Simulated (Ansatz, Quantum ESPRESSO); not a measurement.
# Band line-up of the AlAs/MgS(110) superlattice, 5 + 5 layers, a = 5.601 Å, part 2 of 7

Wanted: the band alignment of the AlAs/MgS(110) superlattice, 5 + 5 layers, a = 5.601 Å.

Quantum ESPRESSO 7.5; plane-wave DFT, LDA, GBRV ultrasoft pseudopotentials; cross-check by Ansatz 0.2.0 with PAW datasets.

So far. Step 3 (Self-consistent run of bulk AlAs): The run needed 7 iterations to bring the estimated error under 1e-07 Ry.

## 4. Band structure of bulk AlAs

The density is frozen and the levels are solved along a path.

Contents of a.bands.in:

```
&control
  prefix = 'a.bands'
  outdir = './out'
  pseudo_dir = './pseudo'
  calculation = 'bands'
/
&system
  ibrav = 0
  nat = 4
  ntyp = 2
  ecutwfc = 40
  ecutrho = 200
  occupations = 'smearing'
  smearing = 'fd'
  degauss = 0.002
  nbnd = 16
/
&electrons
  conv_thr = 1e-07
  mixing_beta = 0.5
  electron_maxstep = 120
/
ATOMIC_SPECIES
  Al  26.9815  al_lda_v1.uspp.F.UPF
  As  74.9216  as_lda_v1.uspp.F.UPF
CELL_PARAMETERS angstrom
  5.60100000000000 0.00000000000000 0.00000000000000
  0.00000000000000 3.96050508142585 0.00000000000000
  0.00000000000000 0.00000000000000 3.96050508142585
ATOMIC_POSITIONS crystal
  Al  0.000000000000 0.000000000000 0.000000000000
  As  0.250000000000 0.500000000000 0.000000000000
  Al  0.500000000000 0.500000000000 0.500000000000
  As  0.750000000000 0.000000000000 0.500000000000
K_POINTS crystal_b
6
  0.0000000000 0.0000000000 0.0000000000 20
  1.0000000000 0.0000000000 0.0000000000 1
  0.0000000000 0.0000000000 0.0000000000 20
  0.5000000000 0.0000000000 0.5000000000 1
  0.0000000000 0.0000000000 0.0000000000 20
  0.0000000000 0.5000000000 0.5000000000 1
```

Command:

```
$ cp -r out/a.save out/a.bands.save
$ cp out/a.xml out/a.bands.xml
$ OMP_NUM_THREADS=1 mpirun -n 4 pw.x -nk 4 -in a.bands.in > a.bands.out
```

Output:

```text
[banner, memory and clock lines left out]
Program PWSCF v.7.5 starts

          URL

     Atomic positions and unit cell read from directory:
     ./out/a.bands.save/

     Found identity + (  0.5000 -0.5000 -0.5000) symmetry
     This is a supercell, fractional translations are disabled
     Message from routine setup:
     using ibrav=0 with symmetry is DISCOURAGED, use correct ibrav instead

     G-vector sticks info

     bravais-lattice index     =            0
     lattice parameter (alat)  =      10.5844  a.u.
     unit-cell volume          =     592.8753 (a.u.)^3
     number of atoms/cell      =            4
     number of atomic types    =            2
     number of electrons       =        16.00
     number of Kohn-Sham states=           16
     kinetic-energy cutoff     =      40.0000  Ry
     charge density cutoff     =     200.0000  Ry
     Exchange-correlation= SLA  PZ   NOGX NOGC
                           (   1   1   0   0   0   0   0)

     celldm(1)=  10.584356  celldm(2)=   0.000000  celldm(3)=   0.000000
     celldm(4)=   0.000000  celldm(5)=   0.000000  celldm(6)=   0.000000

     crystal axes: (cart. coord. in units of alat)
               a(1) = (   1.000000   0.000000   0.000000 )
               a(2) = (   0.000000   0.707107   0.000000 )
               a(3) = (   0.000000   0.000000   0.707107 )

     reciprocal axes: (cart. coord. in units 2 pi/alat)
               b(1) = (  1.000000  0.000000  0.000000 )
               b(2) = (  0.000000  1.414214  0.000000 )
               b(3) = (  0.000000  0.000000  1.414214 )

     PseudoPot. # 1 for Al read from file:
     ./pseudo/al_lda_v1.uspp.F.UPF
     Pseudo is Ultrasoft + core correction, Zval =  3.0
     Generated by new atomic code, or converted to UPF format
     Using radial grid of  893 points,  3 beta functions with:
                l(1) =   0
                l(2) =   1
                l(3) =   2
     Q(r) pseudized with  8 coefficients,  rinner =    0.900   0.900   0.900
                                                       0.900   0.900

     PseudoPot. # 2 for As read from file:
     ./pseudo/as_lda_v1.uspp.F.UPF
     Pseudo is Ultrasoft + core correction, Zval =  5.0
     Generated by new atomic code, or converted to UPF format
     Using radial grid of  875 points,  6 beta functions with:
                l(1) =   0
                l(2) =   0
                l(3) =   1
                l(4) =   1
                l(5) =   2
                l(6) =   2
     Q(r) pseudized with  8 coefficients,  rinner =    1.300   1.300   1.300
                                                       1.300   1.300

     atomic species   valence    mass     pseudopotential
     Al                3.00    26.98150     Al( 1.00)
     As                5.00    74.92160     As( 1.00)

      8 Sym. Ops. (no inversion) found

   Cartesian axes

     site n.     atom                  positions (alat units)
         1        Al     tau(   1) = (   0.0000000   0.0000000   0.0000000  )
         2        As     tau(   2) = (   0.2500000   0.3535534   0.0000000  )
         3        Al     tau(   3) = (   0.5000000   0.3535534   0.3535534  )
         4        As     tau(   4) = (   0.7500000   0.0000000   0.3535534  )

     number of k points=    63  Fermi-Dirac smearing, width (Ry)=  0.0020
                       cart. coord. in units 2pi/alat
        k(    1) = (   0.0000000   0.0000000   0.0000000), wk =   0.0317460
        k(    2) = (   0.0500000   0.0000000   0.0000000), wk =   0.0317460
        k(    3) = (   0.1000000   0.0000000   0.0000000), wk =   0.0317460
        k(    4) = (   0.1500000   0.0000000   0.0000000), wk =   0.0317460
        k(    5) = (   0.2000000   0.0000000   0.0000000), wk =   0.0317460
        k(    6) = (   0.2500000   0.0000000   0.0000000), wk =   0.0317460
        k(    7) = (   0.3000000   0.0000000   0.0000000), wk =   0.0317460
        k(    8) = (   0.3500000   0.0000000   0.0000000), wk =   0.0317460
        k(    9) = (   0.4000000   0.0000000   0.0000000), wk =   0.0317460
        k(   10) = (   0.4500000   0.0000000   0.0000000), wk =   0.0317460
        k(   11) = (   0.5000000   0.0000000   0.0000000), wk =   0.0317460
        k(   12) = (   0.5500000   0.0000000   0.0000000), wk =   0.0317460
        k(   13) = (   0.6000000   0.0000000   0.0000000), wk =   0.0317460
        k(   14) = (   0.6500000   0.0000000   0.0000000), wk =   0.0317460
        k(   15) = (   0.7000000   0.0000000   0.0000000), wk =   0.0317460
        k(   16) = (   0.7500000   0.0000000   0.0000000), wk =   0.0317460
        k(   17) = (   0.8000000   0.0000000   0.0000000), wk =   0.0317460
        k(   18) = (   0.8500000   0.0000000   0.0000000), wk =   0.0317460
        k(   19) = (   0.9000000   0.0000000   0.0000000), wk =   0.0317460
        k(   20) = (   0.9500000   0.0000000   0.0000000), wk =   0.0317460
        k(   21) = (   1.0000000   0.0000000   0.0000000), wk =   0.0317460
        k(   22) = (   0.0000000   0.0000000   0.0000000), wk =   0.0317460
        k(   23) = (   0.0250000   0.0000000   0.0353553), wk =   0.0317460
        k(   24) = (   0.0500000   0.0000000   0.0707107), wk =   0.0317460
        k(   25) = (   0.0750000   0.0000000   0.1060660), wk =   0.0317460
        k(   26) = (   0.1000000   0.0000000   0.1414214), wk =   0.0317460
        k(   27) = (   0.1250000   0.0000000   0.1767767), wk =   0.0317460
        k(   28) = (   0.1500000   0.0000000   0.2121320), wk =   0.0317460
        k(   29) = (   0.1750000   0.0000000   0.2474874), wk =   0.0317460
        k(   30) = (   0.2000000   0.0000000   0.2828427), wk =   0.0317460
        k(   31) = (   0.2250000   0.0000000   0.3181981), wk =   0.0317460
        k(   32) = (   0.2500000   0.0000000   0.3535534), wk =   0.0317460
        k(   33) = (   0.2750000   0.0000000   0.3889087), wk =   0.0317460
        k(   34) = (   0.3000000   0.0000000   0.4242641), wk =   0.0317460
        k(   35) = (   0.3250000   0.0000000   0.4596194), wk =   0.0317460
        k(   36) = (   0.3500000   0.0000000   0.4949747), wk =   0.0317460
        k(   37) = (   0.3750000   0.0000000   0.5303301), wk =   0.0317460
        k(   38) = (   0.4000000   0.0000000   0.5656854), wk =   0.0317460
        k(   39) = (   0.4250000   0.0000000   0.6010408), wk =   0.0317460
        k(   40) = (   0.4500000   0.0000000   0.6363961), wk =   0.0317460
        k(   41) = (   0.4750000   0.0000000   0.6717514), wk =   0.0317460
        k(   42) = (   0.5000000   0.0000000   0.7071068), wk =   0.0317460
        k(   43) = (   0.0000000   0.0000000   0.0000000), wk =   0.0317460
        k(   44) = (   0.0000000   0.0353553   0.0353553), wk =   0.0317460
[...]
-7.0856  -5.1971  -0.4860   2.3104   2.7655   3.8660   4.8199   4.8200
     6.5532   7.6505   7.6535   9.4176   9.4176   9.4324  13.5723  13.5724

          k = 0.1250 0.0000 0.1768 (  2537 PWs)   bands (ev):

    -7.0290  -5.2347  -0.4102   2.1768   2.8205   3.4603   4.7639   4.7640
     6.6805   7.7492   7.9638   9.5109   9.5109   9.6439  13.4149  13.4150

          k = 0.1500 0.0000 0.2121 (  2547 PWs)   bands (ev):

    -6.9607  -5.2767  -0.3361   2.0614   2.8867   3.0462   4.7015   4.7015
     6.8110   7.7747   8.3315   9.6073   9.6073   9.9337  13.2873  13.3063

          k = 0.1750 0.0000 0.2475 (  2546 PWs)   bands (ev):

    -6.8814  -5.3217  -0.2750   1.9814   2.6320   2.9634   4.6351   4.6352
     6.9467   7.7473   8.7440   9.6977   9.6977  10.2785  12.7871  13.1819

          k = 0.2000 0.0000 0.2828 (  2535 PWs)   bands (ev):

    -6.7919  -5.3678  -0.2384   1.9518   2.2231   3.0498   4.5670   4.5671
     7.0893   7.6882   9.1892   9.7729   9.7730  10.6550  12.2754  12.7497

          k = 0.2250 0.0000 0.3182 (  2546 PWs)   bands (ev):

    -6.6932  -5.4139  -0.2343   1.8239   1.9826   3.1448   4.4991   4.4992
     7.2390   7.6127   9.6522   9.8258   9.8258  11.0449  11.7852  12.3278

          k = 0.2500 0.0000 0.3536 (  2542 PWs)   bands (ev):

    -6.5866  -5.4587  -0.2635   1.4381   2.0755   3.2470   4.4332   4.4333
     7.3940   7.5306   9.8526   9.8526  10.0971  11.3518  11.4325  11.9213

          k = 0.2750 0.0000 0.3889 (  2533 PWs)   bands (ev):

    -6.4738  -5.5012  -0.3200   1.0689   2.2242   3.3547   4.3705   4.3705
     7.4480   7.5497   9.8542   9.8542  10.3463  11.1542  11.5341  11.8002

          k = 0.3000 0.0000 0.4243 (  2532 PWs)   bands (ev):

    -6.3568  -5.5407  -0.3941   0.7198   2.4182   3.4658   4.3121   4.3122
     7.3688   7.6967   9.8349   9.8350  10.1427  11.1702  11.4524  12.1246

          k = 0.3250 0.0000 0.4596 (  2530 PWs)   bands (ev):

    -6.2382  -5.5765  -0.4764   0.3944   2.6461   3.5777   4.2590   4.2590
     7.2955   7.8166   9.8012   9.8013   9.8102  10.8333  11.9285  12.3764

          k = 0.3500 0.0000 0.4950 (  2531 PWs)   bands (ev):

    -6.1213  -5.6081  -0.5590   0.0968   2.8969   3.6874   4.2118   4.2118
     7.2299   7.8759   9.5287   9.7595   9.7596  10.5273  12.4066  12.5355

          k = 0.3750 0.0000 0.5303 (  2532 PWs)   bands (ev):

    -6.0098  -5.6353  -0.6363  -0.1686   3.1597   3.7911   4.1711   4.1711
     7.1731   7.8320   9.3665   9.7157   9.7157  10.2566  12.6113  12.7864

          k = 0.4000 0.0000 0.5657 (  2525 PWs)   bands (ev):

    -5.9082  -5.6578  -0.7040  -0.3968   3.4222   3.8850   4.1373   4.1374
     7.1258   7.6768   9.3390   9.6743   9.6743  10.0256  12.6336  12.9416

          k = 0.4250 0.0000 0.6010 (  2514 PWs)   bands (ev):

    -5.8215  -5.6754  -0.7592  -0.5823   3.6690   3.9644   4.1107   4.1108
     7.0886   7.4610   9.3998   9.6388   9.6389   9.8392  12.6301  12.8833

          k = 0.4500 0.0000 0.6364 (  2514 PWs)   bands (ev):

    -5.7548  -5.6880  -0.7999  -0.7198   3.8787   4.0251   4.0916   4.0917
     7.0618   7.2499   9.4889   9.6119   9.6119   9.7020  12.6185  12.7530

          k = 0.4750 0.0000 0.6718 (  2514 PWs)   bands (ev):

    -5.7126  -5.6956  -0.8248  -0.8045   4.0237   4.0632   4.0800   4.0801
     7.0457   7.0966   9.5617   9.5951   9.5951   9.6178  12.6084  12.6452

          k = 0.5000 0.0000 0.7071 (  2520 PWs)   bands (ev):

    -5.6982  -5.6981  -0.8332  -0.8331   4.0761   4.0762   4.0762   4.0764
     7.0402   7.0404   9.5893   9.5894   9.5895   9.5895  12.6046  12.6046

          k = 0.0000 0.0000 0.0000 (  2509 PWs)   bands (ev):

    -7.1879  -5.1220  -0.6527   2.6660   2.6660   4.9328   4.9329   4.9329
     6.2112   7.0109   7.1179   9.2185   9.2186   9.2186  13.7112  14.0682

          k = 0.0000 0.0354 0.0354 (  2515 PWs)   bands (ev):

    -7.1793  -5.1212  -0.6457   2.6363   2.6429   4.8366   4.9070   4.9071
     6.2631   7.1121   7.1709   9.1841   9.2570   9.2571  13.7595  13.9412

          k = 0.0000 0.0707 0.0707 (  2519 PWs)   bands (ev):

    -7.1535  -5.1186  -0.6251   2.5523   2.5784   4.5904   4.8327   4.8329
     6.4139   7.3253   7.3718   9.0856   9.3694   9.3694  13.5963  13.9267

          k = 0.0000 0.1061 0.1061 (  2519 PWs)   bands (ev):

    -7.1108  -5.1147  -0.5917   2.4262   2.4848   4.2637   4.7179   4.7180
     6.6511   7.5694   7.7156   8.9352   9.5475   9.5475  13.1741  14.1652

          k = 0.0000 0.1414 0.1414 (  2535 PWs)   bands (ev):

    -7.0514  -5.1097  -0.5472   2.2739   2.3763   3.9001   4.5726   4.5727
     6.9595   7.8887   8.0903   8.7477   9.7807   9.7808  12.7298  13.7486

          k = 0.0000 0.1768 0.1768 (  2541 PWs)   bands (ev):

    -6.9756  -5.1041  -0.4943   2.1108   2.2660   3.5212   4.4071   4.4072
     7.3246   8.2695   8.4550   8.5370  10.0584  10.0585  12.3189  13.1321

          k = 0.0000 0.2121 0.2121 (  2551 PWs)   bands (ev):

    -6.8842  -5.0985  -0.4368   1.9514   2.1641   3.1377   4.2302   4.2303
     7.7333   8.3133   8.7005   8.7656  10.3712  10.3713  11.9943  12.5129

          k = 0.0000 0.2475 0.2475 (  2563 PWs)   bands (ev):

    -6.7777  -5.0934  -0.3799   1.8085   2.0782   2.7555   4.0489   4.0490
     8.0854   8.1712   8.9631   9.1725  10.7114  10.7114  11.8194  11.9095

          k = 0.0000 0.2828 0.2828 (  2553 PWs)   bands (ev):

    -6.6572  -5.0893  -0.3306   1.6945   2.0134   2.3779   3.8687   3.8688
     7.8590   8.6167   8.9982   9.6780  11.0728  11.0728  11.3453  11.8475

          k = 0.0000 0.3182 0.3182 (  2543 PWs)   bands (ev):

    -6.5239  -5.0867  -0.2966   1.6203   1.9733   2.0074   3.6938   3.6939
     7.6380   8.8788   9.0159  10.2068  10.8748  11.3980  11.4507  11.4507

          k = 0.0000 0.3536 0.3536 (  2539 PWs)   bands (ev):

    -6.3793  -5.0858  -0.2844   1.5945   1.6458   1.9597   3.5274   3.5274
     7.4255   8.6642   9.2065  10.6380  10.6605  10.9447  11.8412  11.8412

          k = 0.0000 0.3889 0.3889 (  2531 PWs)   bands (ev):

    -6.2255  -5.0867  -0.2966   1.2954   1.6203   1.9733   3.3718   3.3719
     7.2236   8.4112   9.0159  10.2068  10.8748  11.3980  12.2415  12.2415

          k = 0.0000 0.4243 0.4243 (  2533 PWs)   bands (ev):

    -6.0648  -5.0893  -0.3306   0.9587   1.6944   2.0134   3.2291   3.2292
     7.0339   8.1554   8.6168   9.6780  11.3453  11.9933  12.6489  12.6489

          k = 0.0000 0.4596 0.4596 (  2527 PWs)   bands (ev):

    -5.9005  -5.0934  -0.3799   0.6387   1.8085   2.0782   3.1006   3.1007
     6.8583   7.9161   8.1712   9.1726  11.9095  12.6101  13.0612  13.0612

          k = 0.0000 0.4950 0.4950 (  2534 PWs)   bands (ev):

    -5.7367  -5.0985  -0.4368   0.3396   1.9513   2.1641   2.9874   2.9874
     6.6988   7.7035   7.7333   8.7005  12.5129  13.2384  13.4757  13.4757

          k = 0.0000 0.5303 0.5303 (  2528 PWs)   bands (ev):

    -5.5786  -5.1041  -0.4943   0.0667   2.1108   2.2660   2.8903   2.8904
     6.5575   7.3247   7.5226   8.2696  13.1321  13.8689  13.8887  13.8887

          k = 0.0000 0.5657 0.5657 (  2526 PWs)   bands (ev):

    -5.4325  -5.1097  -0.5472  -0.1737   2.2738   2.3763   2.8101   2.8102
     6.4372   6.9595   7.3753   7.8888  13.7485  14.2940  14.2940  14.4806

          k = 0.0000 0.6010 0.6010 (  2530 PWs)   bands (ev):

    -5.3059  -5.1147  -0.5917  -0.3738   2.4261   2.4848   2.7473   2.7474
     6.3403   6.6511   7.2618   7.5695  14.3376  14.6799  14.6799  15.0039

          k = 0.0000 0.6364 0.6364 (  2534 PWs)   bands (ev):

    -5.2071  -5.1186  -0.6250  -0.5253   2.5522   2.5784   2.7021   2.7022
     6.2692   6.4139   7.1816   7.3254  14.8574  15.0234  15.0234  15.2822

          k = 0.0000 0.6718 0.6718 (  2542 PWs)   bands (ev):

    -5.1439  -5.1212  -0.6457  -0.6202   2.6362   2.6429   2.6749   2.6750
     6.2258   6.2631   7.1338   7.1709  15.2354  15.2790  15.2790  15.3617

          k = 0.0000 0.7071 0.7071 (  2532 PWs)   bands (ev):

    -5.1221  -5.1221  -0.6528  -0.6524   2.6659   2.6659   2.6659   2.6660
     6.2112   6.2112   7.1179   7.1180  15.3777  15.3778  15.3778  15.3780

     XML data file, pseudopotentials, collected wavefunctions

                                        0.00s GPU  (    1056 calls)
```

Run time: 11 s. Hardware: 4 MPI ranks of Intel Xeon Platinum 8223CL at 3.00GHz (Skylake/Cascade Lake), shared host; peak memory 0.26 GiB.

This step gave:

| Property | Result |
| --- | --- |
| valence top, on the run's zero | 4.933 eV |
| conduction bottom, on the run's zero | 6.211 eV |
| gap by band count | 1.278 eV |

Band numbers count within the set of bands kept for display; the cell holds two formula units, so the X point along 001 folds onto the zone centre. Electronic bands along the path, in eV, zero at the Fermi level, which the smearing puts inside the gap; v1 is the highest filled band, c1 the lowest empty one:

```tsv
point	v4	v3	v2	v1	c1	c2	c3	c4
L	-1.55	-1.55	-1.55	-1.55	1.42	1.42	3.97	3.97
halfway	-3.55	-2.38	-1.19	-1.19	1.77	1.91	4.23	4.23
Γ	-2.96	-0.69	-0.69	-0.69	0.59	1.39	1.50	3.60
halfway	-3.98	-3.66	-2.10	-2.10	1.80	3.04	3.58	5.02
X	-2.96	-2.96	-2.96	-2.96	0.59	0.59	1.50	1.50
```

## 5. Potential by pp.x of bulk AlAs

plot_num = 11 writes the bare and Hartree potential, whose mean serves as the common reference.

Contents of a.pot.in:

```
&inputpp
  prefix = 'a'
  outdir = './out'
  filplot = 'a.pot.dat'
  plot_num = 11
/
```

Command:

```
$ OMP_NUM_THREADS=1 mpirun -n 4 pp.x -in a.pot.in > a.pot.out
```

Output:

```text
[banner, memory and clock lines left out]
Program POST-PROC v.7.5 starts

          URL

     ./out/a.save/

     IMPORTANT: XC functional enforced from input :
     Exchange-correlation= PZ
                           (   1   1   0   0   0   0   0)
     Any further DFT definition will be discarded
     Please, verify this is what you really want

     Calling punch_plot, plot_num =  11
     Writing data to file  a.pot.dat
     Message from routine chdens:
     namelist plot not found or invalid, exiting
```

The job ended after 1.3 s (4 MPI ranks; peak memory 0.09 GiB; 4.3 s of CPU time).

Electrostatic potential energy of an electron; zero at the Fermi level, which the smearing puts inside the gap. Potential energy, planar mean against z:

z (Å), potential energy, planar mean (eV) and a bar from the least value:
```
     0.00       9.28 ##############################
     0.11       8.63 ############################
     0.22       6.76 #######################
     0.44       1.17 ########
     0.55      -0.95 ##
     0.66      -1.65 
     0.77      -1.14 #
     0.88      -0.52 ###
     1.10      -0.52 ###
     1.21      -1.14 #
     1.32      -1.65 
     1.43      -0.95 ##
     1.54       1.17 ########
     1.76       6.76 #######################
     1.87       8.63 ############################
     1.98       9.28 ##############################
     2.09       8.63 ############################
     2.31       4.04 ################
     2.42       1.17 ########
     2.53      -0.95 ##
     2.64      -1.65 
     2.75      -1.14 #
     2.97      -0.34 ####
     3.08      -0.52 ###
     3.19      -1.14 #
     3.30      -1.65 
     3.41      -0.95 ##
     3.63       4.04 ################
     3.74       6.76 #######################
     3.85       8.63 ############################
```

## 6. Macroscopic average of bulk AlAs

A running mean over one period damps the atomic wiggles and leaves the mean of this pseudopotential's potential.

Contents of a.avg.in:

```
1
a.pot.dat
1.0
40
3
7.4842699191
```

Command:

```
$ OMP_NUM_THREADS=1 average.x < a.avg.in > a.avg.out
```

Output:

```text
[banner, memory and clock lines left out]
Program AVERAGE v.7.5 starts

          URL

     Reading header from file  a.pot.dat
     Reading data from file  a.pot.dat
     Output written to file avg.dat

[...]
```

Wall time 0.72 s (1 MPI rank); peak memory 0.1 GiB.

Numbers from this step:

| Property | Result |
| --- | --- |
| average.x's running mean over the crystal, on the run's own zero | 7.933 eV |
| mean potential by an exact Fourier window over the crystal, on the run's own zero | 7.933 eV |

Electrostatic potential energy of an electron; zero at the Fermi level, which the smearing puts inside the gap; window 3.9605 Å. The potential energy, running mean stays at 2.31 eV for z from 0 to 3.86 Å.

(Part 2 of 7 ends here.)

[Logs are printed without paths, hosts, clocks, repeated set-up lines and the standing remarks that a program may print on its own settings, such as how far it seeks lower states.]

[Hosts, paths, dates, database ids (printed as entryN), source tags and the programs' standing remarks are cut or masked in the printed files.]

[Maps of the electrostatic potential energy from Ansatz leave out the sawtooth potential of an applied field or a dipole correction, so their vacuum need not be flat; planar profiles and work functions include it.]
